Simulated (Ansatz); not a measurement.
# Hf3N2: convergence and cost

The task, for Hf3N2: test the k-point mesh, then sweep the k-point mesh shifted by half a step.

Computed with Ansatz 0.2.0 (DFT PBEsol, scalar-relativistic, plane waves, PAW, unless a step's input says otherwise).

1 further run of the same task is left out (set aside as unsound or not needed). Runs told in other sessions of the task aren't counted.

### Step 1. The starting structure

Symmetry: R-3m, No. 166, trigonal system. Conventional cell: a = 3.199 Å, b = 3.199 Å, c = 23.265 Å, α = 90.00°, β = 90.00°, γ = 120.00°. Hf (site symmetry 3m) is surrounded by 3 N at 2.29 Å. Hf (site symmetry -3m) has 6 N at 2.24 Å in its first shell of neighbours. N (site symmetry 3m) is surrounded by 6 Hf at 2.24 to 2.29 Å.

Structure file:

```xyz
5
Lattice="1.5994 0.9234 7.7548 -1.5994 0.9234 7.7548 0.0000 -1.8469 7.7548" Properties=species:S:1:pos:R:3 pbc="T T T"
Hf    0.0000    0.0000   18.1328
Hf    0.0000    0.0000    5.1317
Hf    0.0000    0.0000    0.0000
N     0.0000    0.0000   14.2359
N     0.0000    0.0000    9.0286
```

Source of the structure: the Materials Project (structure only). It is taken as it stands there.

### Step 2. The base run, which the others are set against

The input, input.yaml:

```yaml
crystal:
  lattice:
    - [1.5994260774, 0.9234290764, 7.7548432223]
    - [-1.5994260774, 0.9234290764, 7.7548432223]
    - [0.0, -1.8468581527, 7.7548432223]
  atoms:
    - { symbol: Hf, position: [0.77941866, 0.77941866, 0.77941866] }
    - { symbol: Hf, position: [0.22058134, 0.22058134, 0.22058134] }
    - { symbol: Hf, position: [0.0, 0.0, 0.0] }
    - { symbol: "N", position: [0.61191553, 0.61191553, 0.61191553] }
    - { symbol: "N", position: [0.38808447, 0.38808447, 0.38808447] }
basis:
  ecutwfc: 420
kpoints:
  mp_grid: { grid: [12, 12, 12] }
hamiltonian:
  xc: pbesol
scf:
  occupations: { method: gaussian, width: 0.1 }
output:
  forces: true
  stress: true
  eigenvalues: true
  populations: true
```

Its results, from an earlier run: -9511.7745 eV/atom at zero smearing, pressure -2.17 GPa, largest force 0.234 eV/Å, no gap on the mesh, in 10 SCF cycles and 24 s.

### Step 3. K-point mesh: 1×1×1

input.yaml: that of step 2 with these lines changed.

```diff
@@ -14,3 +14,3 @@
 kpoints:
-  mp_grid: { grid: [12, 12, 12] }
+  mp_grid: { grid: [1, 1, 1] }
 hamiltonian:
@@ -23,2 +23 @@
   eigenvalues: true
-  populations: true
```

Started as:

```bash
ansatz run input.yaml --threads 1 --pin off --max-ram 2560MiB --backend cpu --events-out ev --progress --plain --runs-dir out
```

What it wrote, cut to the lines that bear on the results:

```text
Warning: RAYON_NUM_THREADS=1 ignored (pool sized by the plan → 1); use --threads N
[...]
Pseudopotentials: kind: paw
Pseudopotential: Hf, paw, valence charge 26, recommended cutoff 420 eV (normal), Hf.paw.azcp
Pseudopotential: N, paw, valence charge 5, recommended cutoff 420 eV (normal), N.paw.azcp
Functional definition: PBEsol
[...]
Crystal: 5 atoms, lattice volume = 68.721 Å³
Basis set: ecut = 420 eV, 1351 PW (Γ), FFT grids on a1−a3, a2−a3, a3, exchange–correlation on 48×48×108 points (8 copies of the dense FFT grid, shifted against one another)
Bands: 53, of which v1, the nominal top of the filled ones, is band 44 counted from 1 (43 counted from 0)
Symmetry: 12 space group operations
Space group: R-3m (ITA 166), of the structure as read, at distance tolerance 4.1e-5 Å
k-points: 1
[...]
SCF iter   1: F=—  HF=-47550.991624 eV  |F-HF|=—  |Δ(HF+E_count)|=         —  Δρ=6.78e-2  dr2=3.32e0  ethr=1.77e-3  ⟨swp⟩=5.0  Hψ=161  notcnv=0
[...]
SCF iter   9: F=-47550.422576 eV  HF=-47550.422576 eV  |F-HF|=1.06e-7  |Δ(HF+E_count)|=   1.15e-6  Δρ=1.32e-5  dr2=9.20e-8  ethr=1.14e-10  ⟨swp⟩=6.0  Hψ=287  notcnv=0
[...]
SCF converged after 9 iterations
Free energy (F): -47550.422576 eV
[...]
E sigma→0 (E₀):  -47550.421571 eV
Entropy (-TS):   -0.002009 eV (-0.402 meV/atom)
Fermi energy:    22.752614 eV
[...]
--- Forces (eV/Å), atoms counted from 1 ---
  atom   1  Hf     0.00000000    -0.00000000    -3.89385316
  atom   2  Hf     0.00000000     0.00000000     3.89385316
  atom   3  Hf     0.00000000     0.00000000     0.00000000
  atom   4  N      0.00000000     0.00000000     1.85564341
  atom   5  N      0.00000000    -0.00000000    -1.85564341
[...]
--- Stress (GPa, compression-positive) ---
       24.973169      -0.000000       0.000000
       -0.000000      24.973169      -0.000000
        0.000000      -0.000000      21.255034
  P = ⅓ Tr σ = 23.7338 GPa (237.338 kbar)
--- Band table (eV) ---
[...]
```

It took 0.54 s on 1 thread of Intel Xeon 6975P-C (Granite Rapids), shared host; peak memory 0.34 GiB.

Result: -9510.0843 eV/atom at zero smearing, pressure 23.73 GPa, largest force 3.894 eV/Å and a gap of 0.43 eV on the mesh.

### Step 4. K-point mesh: 3×3×3

input.yaml: that of step 3 with these lines changed.

```diff
@@ -14,3 +14,3 @@
 kpoints:
-  mp_grid: { grid: [1, 1, 1] }
+  mp_grid: { grid: [3, 3, 3] }
 hamiltonian:
```

Started as:

```bash
ansatz run input.yaml --threads 1 --pin off --max-ram 2560MiB --backend cpu --events-out ev --progress --plain --runs-dir out
```

What it wrote, cut to the lines that bear on the results:

```text
Warning: RAYON_NUM_THREADS=1 ignored (pool sized by the plan → 1); use --threads N
[...]
Pseudopotentials: kind: paw
Pseudopotential: Hf, paw, valence charge 26, recommended cutoff 420 eV (normal), Hf.paw.azcp
Pseudopotential: N, paw, valence charge 5, recommended cutoff 420 eV (normal), N.paw.azcp
Functional definition: PBEsol
[...]
Crystal: 5 atoms, lattice volume = 68.721 Å³
Basis set: ecut = 420 eV, 1351 PW (Γ), FFT grids on a1−a3, a2−a3, a3, exchange–correlation on 48×48×108 points (8 copies of the dense FFT grid, shifted against one another)
Bands: 53, of which v1, the nominal top of the filled ones, is band 44 counted from 1 (43 counted from 0)
Symmetry: 12 space group operations
Space group: R-3m (ITA 166), of the structure as read, at distance tolerance 4.1e-5 Å
k-points: 6 of 27
[...]
SCF iter   1: F=—  HF=-47558.945413 eV  |F-HF|=—  |Δ(HF+E_count)|=         —  Δρ=1.15e-2  dr2=5.32e-1  ethr=1.77e-3  ⟨swp⟩=5.0  Hψ=960  notcnv=0  defer=1
[...]
SCF iter   9: F=-47558.873097 eV  HF=-47558.873097 eV  |F-HF|=1.01e-8  |Δ(HF+E_count)|=   9.46e-8  Δρ=3.21e-6  dr2=8.87e-9  ethr=1.14e-10  ⟨swp⟩=10.2  Hψ=1575  notcnv=0
[...]
SCF converged after 9 iterations
Free energy (F): -47558.873097 eV
[...]
E sigma→0 (E₀):  -47558.867119 eV
Entropy (-TS):   -0.011957 eV (-2.391 meV/atom)
Fermi energy:    21.821222 eV
[...]
--- Forces (eV/Å), atoms counted from 1 ---
  atom   1  Hf     0.00000000    -0.00000000    -0.26776574
  atom   2  Hf     0.00000000     0.00000000     0.26776574
  atom   3  Hf     0.00000000     0.00000000    -0.00000000
  atom   4  N      0.00000000    -0.00000000    -0.31276253
  atom   5  N      0.00000000     0.00000000     0.31276253
[...]
--- Stress (GPa, compression-positive) ---
       -1.383597       0.000000      -0.000000
        0.000000      -1.383597      -0.000000
       -0.000000      -0.000000      -1.469949
  P = ⅓ Tr σ = -1.4124 GPa (-14.124 kbar)
--- Band table (eV; the first three rows and the last of 6) ---
[...]
```

Run time: 0.97 s. Hardware: 1 thread of Intel Xeon 6975P-C (Granite Rapids), shared host; peak memory 0.38 GiB.

Result: -9511.7734 eV/atom at zero smearing, pressure -1.41 GPa, largest force 0.313 eV/Å and no gap on the mesh.

### Step 5. K-point mesh set to 6×6×6

input.yaml: that of step 4 with these lines changed.

```diff
@@ -14,3 +14,3 @@
 kpoints:
-  mp_grid: { grid: [3, 3, 3] }
+  mp_grid: { grid: [6, 6, 6] }
 hamiltonian:
```

Started as:

```bash
ansatz run input.yaml --threads 1 --pin off --max-ram 2560MiB --backend cpu --events-out ev --progress --plain --runs-dir out
```

What it wrote, cut to the lines that bear on the results:

```text
Warning: RAYON_NUM_THREADS=1 ignored (pool sized by the plan → 1); use --threads N
[...]
Pseudopotentials: kind: paw
Pseudopotential: Hf, paw, valence charge 26, recommended cutoff 420 eV (normal), Hf.paw.azcp
Pseudopotential: N, paw, valence charge 5, recommended cutoff 420 eV (normal), N.paw.azcp
Functional definition: PBEsol
[...]
Crystal: 5 atoms, lattice volume = 68.721 Å³
Basis set: ecut = 420 eV, 1351 PW (Γ), FFT grids on a1−a3, a2−a3, a3, exchange–correlation on 48×48×108 points (8 copies of the dense FFT grid, shifted against one another)
Bands: 53, of which v1, the nominal top of the filled ones, is band 44 counted from 1 (43 counted from 0)
Symmetry: 12 space group operations
Space group: R-3m (ITA 166), of the structure as read, at distance tolerance 4.1e-5 Å
k-points: 32 of 216
[...]
SCF iter   1: F=—  HF=-47558.925815 eV  |F-HF|=—  |Δ(HF+E_count)|=         —  Δρ=1.08e-2  dr2=3.32e-1  ethr=1.77e-3  ⟨swp⟩=4.7  Hψ=5026  notcnv=0  defer=5
[...]
SCF iter  10: F=-47558.885169 eV  HF=-47558.885169 eV  |F-HF|=1.00e-8  |Δ(HF+E_count)|=   9.98e-8  Δρ=5.24e-6  dr2=1.42e-8  ethr=1.14e-10  ⟨swp⟩=10.8  Hψ=8506  notcnv=0
[...]
SCF converged after 10 iterations
Free energy (F): -47558.885169 eV
[...]
E sigma→0 (E₀):  -47558.881010 eV
Entropy (-TS):   -0.008319 eV (-1.664 meV/atom)
Fermi energy:    21.834094 eV
[...]
--- Forces (eV/Å), atoms counted from 1 ---
  atom   1  Hf     0.00000000    -0.00000000    -0.26941236
  atom   2  Hf    -0.00000000     0.00000000     0.26941236
  atom   3  Hf     0.00000000     0.00000000    -0.00000000
  atom   4  N      0.00000000    -0.00000000    -0.25766609
  atom   5  N      0.00000000     0.00000000     0.25766609
[...]
--- Stress (GPa, compression-positive) ---
       -2.081683       0.000000      -0.000000
        0.000000      -2.081683      -0.000000
       -0.000000      -0.000000      -2.871517
  P = ⅓ Tr σ = -2.3450 GPa (-23.450 kbar)
--- Band table (eV; the first three rows and the last of 32) ---
[...]
```

It took 3.5 s on 1 thread of Intel Xeon 6975P-C (Granite Rapids), shared host; peak memory 0.43 GiB.

Read-out: -9511.7762 eV/atom at zero smearing, pressure -2.34 GPa, largest force 0.269 eV/Å and no gap on the mesh.

### Step 6. K-point mesh: 18×18×18

input.yaml: that of step 5 with these lines changed.

```diff
@@ -14,3 +14,3 @@
 kpoints:
-  mp_grid: { grid: [6, 6, 6] }
+  mp_grid: { grid: [18, 18, 18] }
 hamiltonian:
```

Started as:

```bash
ansatz run input.yaml --threads 1 --pin off --max-ram 2560MiB --backend cpu --events-out ev --progress --plain --runs-dir out
```

What it wrote, cut to the lines that bear on the results:

```text
Warning: RAYON_NUM_THREADS=1 ignored (pool sized by the plan → 1); use --threads N
[...]
Pseudopotentials: kind: paw
Pseudopotential: Hf, paw, valence charge 26, recommended cutoff 420 eV (normal), Hf.paw.azcp
Pseudopotential: N, paw, valence charge 5, recommended cutoff 420 eV (normal), N.paw.azcp
Functional definition: PBEsol
[...]
Crystal: 5 atoms, lattice volume = 68.721 Å³
Basis set: ecut = 420 eV, 1351 PW (Γ), FFT grids on a1−a3, a2−a3, a3, exchange–correlation on 48×48×108 points (8 copies of the dense FFT grid, shifted against one another)
Bands: 53, of which v1, the nominal top of the filled ones, is band 44 counted from 1 (43 counted from 0)
Symmetry: 12 space group operations
Space group: R-3m (ITA 166), of the structure as read, at distance tolerance 4.1e-5 Å
k-points: 580 of 5832
[...]
SCF iter   1: F=—  HF=-47558.919031 eV  |F-HF|=—  |Δ(HF+E_count)|=         —  Δρ=1.08e-2  dr2=3.69e-1  ethr=1.77e-3  ⟨swp⟩=4.7  Hψ=89893  notcnv=0  defer=200
[...]
SCF iter  10: F=-47558.874090 eV  HF=-47558.874090 eV  |F-HF|=7.81e-9  |Δ(HF+E_count)|=   1.67e-7  Δρ=7.00e-6  dr2=2.12e-8  ethr=1.14e-10  ⟨swp⟩=10.9  Hψ=152353  notcnv=0
[...]
SCF converged after 10 iterations
Free energy (F): -47558.874090 eV
[...]
E sigma→0 (E₀):  -47558.870393 eV
Entropy (-TS):   -0.007395 eV (-1.479 meV/atom)
Fermi energy:    21.806310 eV
[...]
--- Forces (eV/Å), atoms counted from 1 ---
  atom   1  Hf    -0.00000000    -0.00000000    -0.23439085
  atom   2  Hf    -0.00000000     0.00000000     0.23439085
  atom   3  Hf    -0.00000000     0.00000000     0.00000000
  atom   4  N     -0.00000000    -0.00000000    -0.22533323
  atom   5  N     -0.00000000     0.00000000     0.22533323
[...]
--- Stress (GPa, compression-positive) ---
       -1.875444       0.000000      -0.000000
        0.000000      -1.875444      -0.000000
       -0.000000      -0.000000      -2.778036
  P = ⅓ Tr σ = -2.1763 GPa (-21.763 kbar)
--- Band table (eV; the first three rows and the last of 580) ---
[...]
```

Run time: 55 s. Hardware: 1 thread of Intel Xeon 6975P-C (Granite Rapids), shared host; peak memory 1.5 GiB.

Result: -9511.7741 eV/atom at zero smearing, pressure -2.18 GPa, largest force 0.234 eV/Å and no gap on the mesh.

### Step 7. Summary: the k-point mesh

Energies are per atom, extrapolated to zero smearing, and count from the run at 18×18×18. Pressure is positive in compression.

```tsv
mesh	ΔE (meV/atom)	pressure (GPa)	largest change of a force component (eV/Å)	gap on the mesh (eV)	irreducible points	SCF cycles	CPU time
1×1×1	1690	23.73	3.659	0.432	1	9	0.54 s
3×3×3	0.65	-1.41	0.087	none	6	9	0.97 s
6×6×6	-2.12	-2.34	0.035	none	32	10	3.5 s
12×12×12	-0.40	-2.17	0.003	none	189	10	24 s
18×18×18	0.00	-2.18	0.000	none	580	10	55 s
```

The times were taken beside other jobs on the same host; read them as orders of magnitude.

### Step 8. K-point mesh shifted by half a step set to 6×6×6

input.yaml: that of step 6 with these lines changed.

```diff
@@ -14,3 +14,3 @@
 kpoints:
-  mp_grid: { grid: [18, 18, 18] }
+  mp_grid: { grid: [6, 6, 6], shift: [0.5, 0.5, 0.5] }
 hamiltonian:
```

Started as:

```bash
ansatz run input.yaml --threads 1 --pin off --max-ram 2560MiB --backend cpu --events-out ev --progress --plain --runs-dir out
```

What it wrote, cut to the lines that bear on the results:

```text
Warning: RAYON_NUM_THREADS=1 ignored (pool sized by the plan → 1); use --threads N
[...]
Pseudopotentials: kind: paw
Pseudopotential: Hf, paw, valence charge 26, recommended cutoff 420 eV (normal), Hf.paw.azcp
Pseudopotential: N, paw, valence charge 5, recommended cutoff 420 eV (normal), N.paw.azcp
Functional definition: PBEsol
[...]
Crystal: 5 atoms, lattice volume = 68.721 Å³
Basis set: ecut = 420 eV, 1351 PW (Γ), FFT grids on a1−a3, a2−a3, a3, exchange–correlation on 48×48×108 points (8 copies of the dense FFT grid, shifted against one another)
Bands: 53, of which v1, the nominal top of the filled ones, is band 44 counted from 1 (43 counted from 0)
Symmetry: 12 space group operations
Space group: R-3m (ITA 166), of the structure as read, at distance tolerance 4.1e-5 Å
k-points: 28 of 216
[...]
SCF iter   1: F=—  HF=-47558.925418 eV  |F-HF|=—  |Δ(HF+E_count)|=         —  Δρ=1.08e-2  dr2=3.25e-1  ethr=1.77e-3  ⟨swp⟩=4.7  Hψ=4379  notcnv=0  defer=5
[...]
SCF iter   9: F=-47558.885309 eV  HF=-47558.885309 eV  |F-HF|=1.59e-8  |Δ(HF+E_count)|=   1.05e-7  Δρ=3.42e-6  dr2=7.23e-9  ethr=9.56e-11  ⟨swp⟩=6.1  Hψ=6339  notcnv=0
[...]
SCF converged after 9 iterations
Free energy (F): -47558.885309 eV
[...]
E sigma→0 (E₀):  -47558.881322 eV
Entropy (-TS):   -0.007972 eV (-1.594 meV/atom)
Fermi energy:    21.804723 eV
[...]
--- Forces (eV/Å), atoms counted from 1 ---
  atom   1  Hf    -0.00000000    -0.00000000    -0.25949437
  atom   2  Hf     0.00000000     0.00000000     0.25949437
  atom   3  Hf     0.00000000     0.00000000     0.00000000
  atom   4  N      0.00000000    -0.00000000    -0.23054457
  atom   5  N     -0.00000000     0.00000000     0.23054457
[...]
--- Stress (GPa, compression-positive) ---
       -2.335744       0.000000      -0.000000
        0.000000      -2.335744      -0.000000
       -0.000000      -0.000000      -2.440067
  P = ⅓ Tr σ = -2.3705 GPa (-23.705 kbar)
--- Band table (eV; the first three rows and the last of 28) ---
[...]
```

Run time: 3.2 s. Hardware: 1 thread of Intel Xeon 6975P-C (Granite Rapids), shared host; peak memory 0.44 GiB.

Result: -9511.7763 eV/atom at zero smearing, pressure -2.37 GPa, largest force 0.259 eV/Å and no gap on the mesh.

### Step 9. Results

```
                                               quantity                                               value
k-point mesh: within 10 and 1 meV/atom of 18×18×18 from                        3×3×3 for 10; 12×12×12 for 1
             k-point mesh shifted by half a step: 6×6×6  pressure -2.4 GPa, no gap on the mesh
```

What this shows: In the sweep of the k-point mesh, 12×12×12 already comes within 1 meV/atom of the reference, and so do all later runs, at about 0.44 of the reference's time. That is measured against the best run here, which may itself be short of the limit. The gaps on the coarsest meshes are artefacts of sampling: the crystal is a metal on the dense ones. The error changes sign along the series, since a k mesh isn't variational, and a metal needs dense meshes to resolve its Fermi surface. Forces stay within 0.01 eV/Å of the reference from 12×12×12 on. Spin-orbit coupling is left out, which matters for the bands of Hf.
